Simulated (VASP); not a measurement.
# Pd (P6_3/mmc) in VASP: further runs

One crystal, Pd, is run at these levels: PBE; tasks: single point.

Everything below comes from runs of VASP 6.6.1. Logs are shortened: lines on timing, memory, paths and dates and some standing lists are left out, and cuts for length are marked.

### 1 Starting point

The structure is hexagonal, space group P6_3/mmc (No. 194). The conventional cell has a = 2.784 Å, b = 2.784 Å, c = 4.629 Å, α = 90.00°, β = 90.00°, γ = 120.00°. Pd (site symmetry -6m2) has 12 Pd at 2.78 to 2.82 Å as nearest neighbours.

This isn't the form of Pd at room conditions, which is fcc.

### 2 Single point, PBE

INCAR

```
SYSTEM = Pd
PREC = Accurate ; ENCUT = 500
EDIFF = 1E-6 ; ISMEAR = -1
SIGMA = 0.2 ; LREAL = Auto
LASPH = .TRUE. ; NELM = 100
ALGO = Normal ; ISIF = 2
LWAVE = .FALSE. ; LCHARG = .FALSE.
GGA = PE ; ADDGRID = .FALSE.
```

KPOINTS

```
Automatic mesh
0
G
  20 20 11
  0 0 0
```

POSCAR

```
Pd
1.0
    2.7836650458      0.0000000000      0.0000000000
   -1.3918325229      2.4107246453      0.0000000000
    0.0000000000      0.0000000000      4.6288930000
Pd
2
Direct
    0.3333333333      0.6666666667      0.2500000000
    0.6666666667      0.3333333333      0.7500000000
```

Potentials or basis: VASP PAW PBE potentials, release 64 (Pd).

Launch:

```bash
$ cat potpaw_PBE.64/Pd/POTCAR > POTCAR
$ mpirun -np 1 vasp_std > vasp.out
```

OUTCAR:

```text
SYSTEM = Pd
   PREC = Accurate
   ENCUT = 500
   EDIFF = 1E-6
   ISMEAR = -1
   LREAL = Auto
   LASPH = .TRUE.
   NELM = 100
   ISIF = 2
   GGA = PE

 Found    264 irreducible k-points:

 Following reciprocal coordinates:
            Coordinates               Weight
  0.000000  0.000000  0.000000      1.000000
  0.050000  0.000000  0.000000      6.000000
  0.100000  0.000000  0.000000      6.000000
  0.150000  0.000000  0.000000      6.000000
  0.200000  0.000000  0.000000      6.000000
  0.250000  0.000000  0.000000      6.000000
   k-points           NKPTS =    264   k-points in BZ     NKDIM =    264   number of bands    NBANDS=     14
   number of dos      NEDOS =    301   number of ions     NIONS =      2
   total plane-waves  NPLWV =  14400
   dimension x,y,z NGX =    20 NGY =   20 NGZ =   36
   dimension x,y,z NGXF=    40 NGYF=   40 NGZF=   72
   ions per type =               2
   NGX,Y,Z   is equivalent  to a cutoff of  11.94, 11.94, 12.93 a.u.
   NGXF,Y,Z  is equivalent  to a cutoff of  23.89, 23.89, 25.86 a.u.
 SYSTEM =  Pd
   PREC   = accura    normal or accurate (medium, high low for compatibility)
   ISTART =      0    job   : 0-new  1-cont  2-samecut
   ICHARG =      2    charge: 1-file 2-atom 10-const
   ISPIN  =      1    spin polarized calculation?
   LNONCOLLINEAR =      F non collinear calculations
   LSORBIT =      F    spin-orbit coupling
   LASPH  =      T    aspherical Exc in radial PAW
   ENCUT  =  500.0 eV  36.75 Ry    6.06 a.u.   5.08  5.08  8.44*2*pi/ulx,y,z
   NELM   =    100;   NELMIN=  2; NELMDL= -5     # of ELM steps
   EDIFF  = 0.1E-05   stopping-criterion for ELM
   LREAL  =      T    real-space projection
   EDIFFG = 0.1E-04   stopping-criterion for IOM
   NSW    =      0    number of steps for IOM
   IBRION =     -1    ionic relax: 0-MD 1-quasi-New 2-CG
   NFREE  =      0    steps in history (QN), initial steepest desc. (CG)
   ISIF   =      2    stress and relaxation
   ISYM   =      2    0-nonsym 1-usesym 2-fastsym
   POTIM  = 0.5000    time-step for ionic-motion
   TEBEG  =    0.0;   TEEND  =   0.0 temperature during run
   PSTRESS=    0.0 pullay stress
   NELECT =      20.0000    total number of electrons
   NUPDOWN=      -1.0000    fix difference up-down
   EMIN   =  10.00;   EMAX   =-10.00  energy-range for DOS
   EFERMI =   0.00;   METHOD = LEGACY
   ISMEAR =    -1;   SIGMA  =   0.20  broadening in eV -4-tet -1-fermi 0-gaus
   EFERMI_NEDOS =   21; number of points for ismear=-14 and -15
   IALGO  =     38    algorithm
   IMIX   =      4    mixing-type and parameters
     AMIX     =   0.40;   BMIX     =  1.00
     AMIX_MAG =   1.60;   BMIX_MAG =  1.00
  volume/ion in A,a.u.               =      15.53       104.81
  Fermi-wavevector in a.u.,A,eV,Ry     =   1.413636  2.671385 27.189429  1.998367
  Thomas-Fermi vector in A             =   2.535261
   LORBIT       =      0    0 simple, 1 ext, 2 COOP (PROOUT), +10 PAW based schemes
   GGA     = PE    functional components
   LHFCALC =     F    Hartree Fock is set to
   AEXX    =    0.0000 exact exchange contribution
   IVDW    =     0    specifies the selected vdW correction
   LEPSILON=     F    determine dielectric tensor
   LRPA    =     F    only Hartree local field effects (RPA)
 non-spin polarized calculation
  energy-cutoff  :      500.00
  volume of cell :       31.06
 maximum number of plane-waves:       803
   NGX = 11   NGY = 11   NGZ = 17

 number of electron      20.0000004 magnetization

 Free energy of the ion-electron system (eV)
  ---------------------------------------------------
  ext. energy  EPLUGINS =         0.00000000
  ---------------------------------------------------
  free energy    TOTEN  =       -10.62699786 eV

  energy without entropy =      -10.21642178  energy(sigma->0) =      -10.42170982

 E-fermi :   9.0444     XC(G=0): -12.8644

 val. band max:        9.0406740804   @ k =   0.4500   0.0500   0.1818
 cond. band min:       9.0454656418   @ k =   0.3500   0.1000   0.3636
 fundamental gap:      0.0047915614
 Fermi energy:         9.0443599210

 k-point     1 :       0.0000    0.0000    0.0000
  band No.  band energies     occupation
      1       2.1884      2.00000
      2       4.0194      2.00000
      3       6.2247      2.00000
      4       6.4238      2.00000
      5       6.4238      2.00000
      6       6.7507      1.99998
      7       6.7507      1.99998
      8       7.3748      1.99953
      9       7.3748      1.99953
     10       8.7035      1.69220
     11       8.7035      1.69220
     12       9.9132      0.02563
     13      15.5891      0.00000
     14      26.0151      0.00000

 k-point     2 :       0.0500    0.0000    0.0000
  band No.  band energies     occupation
      1       2.2672      2.00000
      2       4.0756      2.00000
      3       6.1755      2.00000
      4       6.4650      1.99999
      5       6.4752      1.99999
      6       6.7247      1.99998
      7       6.7982      1.99997
      8       7.3199      1.99964
      9       7.3422      1.99960
     10       8.3378      1.94322
     11       8.7177      1.67319
     12      10.3740      0.00259
     13      15.5920      0.00000
     14      26.0348      0.00000

 k-point     3 :       0.1000    0.0000    0.0000
  band No.  band energies     occupation
      1       2.4982      2.00000
      2       4.2331      2.00000
      3       6.0571      2.00000
      4       6.5482      1.99999
      5       6.6266      1.99999
      6       6.6795      1.99999
      7       6.9378      1.99995
      8       7.1159      1.99987
      9       7.2522      1.99974
     10       7.8168      1.99569
     11       8.7545      1.61977
     12      11.2222      0.00004
     13      15.6038      0.00000
     14      25.8799      0.00000

 k-point     4 :       0.1500    0.0000    0.0000
  band No.  band energies     occupation
      1       2.8635      2.00000
      2       4.4526      2.00000
      3       5.9176      2.00000
      4       6.4985      1.99999
      5       6.7025      1.99998
      6       6.8122      1.99997
      7       6.8700      1.99996
      8       7.1232      1.99987
      9       7.1614      1.99984
     10       7.4820      1.99919
     11       8.8012      1.54264
     12      12.1836      0.00000
     13      15.6338      0.00000
     14      24.8757      0.00000

 k-point     5 :       0.2000    0.0000    0.0000
  band No.  band energies     occupation
      1       3.3246      2.00000
      2       4.6465      2.00000
      3       5.8380      2.00000
      4       6.2023      2.00000
      5       6.4043      2.00000
      6       6.9748      1.99994
      7       7.0904      1.99989
      8       7.1913      1.99981
      9       7.2702      1.99972
     10       7.4550      1.99929
     11       8.8468      1.45737
     12      13.2070      0.00000
     13      15.6980      0.00000
     14      23.2293      0.00000

 k-point     6 :       0.2500    0.0000    0.0000
  band No.  band energies     occupation
      1       3.8065      2.00000
      2       4.6974      2.00000
      3       5.7329      2.00000
      4       5.9218      2.00000
      5       6.3753      2.00000
      6       6.8237      1.99997
      7       7.0935      1.99988
      8       7.4898      1.99916
      9       7.5686      1.99875
     10       7.7984      1.99607
     11       8.8849      1.37882
     12      14.2700      0.00000
     13      15.8169      0.00000
     14      21.4290      0.00000

 [... further k-points ...]
[... 5 lines left out ...]
  --------------------------------------------------------------------------------------
  -------------------------------------------------------------------------------------
  Total       -0.0587838     -0.0587838     -0.2860055      0.0000000      0.0000000     -0.0000000
  in kB       -3.0319804     -3.0319804    -14.7517421      0.0000000      0.0000000     -0.0000000
  external PRESSURE =      -6.9385676 kB  Pullay stress =       0.0000000 kB

 VOLUME and BASIS-vectors are now :
 -----------------------------------------------------------------------------
  energy-cutoff  :      500.00
  volume of cell :       31.06
      direct lattice vectors                 reciprocal lattice vectors
     2.783665046  0.000000000  0.000000000     0.359238624  0.207406516  0.000000000
    -1.391832523  2.410724645  0.000000000     0.000000000  0.414813032  0.000000000
     0.000000000  0.000000000  4.628893000     0.000000000  0.000000000  0.216034374

 POSITION                                       TOTAL-FORCE (eV/Angst)
 -----------------------------------------------------------------------------------
     -0.00000      1.60715      1.15722         0.000000     -0.000000      0.000000
      1.39183      0.80357      3.47167        -0.000000      0.000000      0.000000
 -----------------------------------------------------------------------------------
    total drift:                               -0.000000      0.000000     -0.000000

  FREE ENERGIE OF THE ION-ELECTRON SYSTEM (eV)
  ---------------------------------------------------
  free  energy   TOTEN  =       -10.6269978649 eV

  energy  without entropy=      -10.2164217846  energy(sigma->0) =      -10.42170982
```

Run time: 66 s. Hardware: 1 thread of AMD EPYC 9R45 (Zen 5), shared host; peak memory 0.16 GiB.

These settings aren't checked as converged: the numbers below hold their error.

What came out:

| Property | Result |
| --- | --- |
| Free energy | -10.6270 eV |
| Pressure | -0.7 GPa |
| Band gap on the k mesh | none (metal or under the smearing width) |

[end of part 1 of 2]
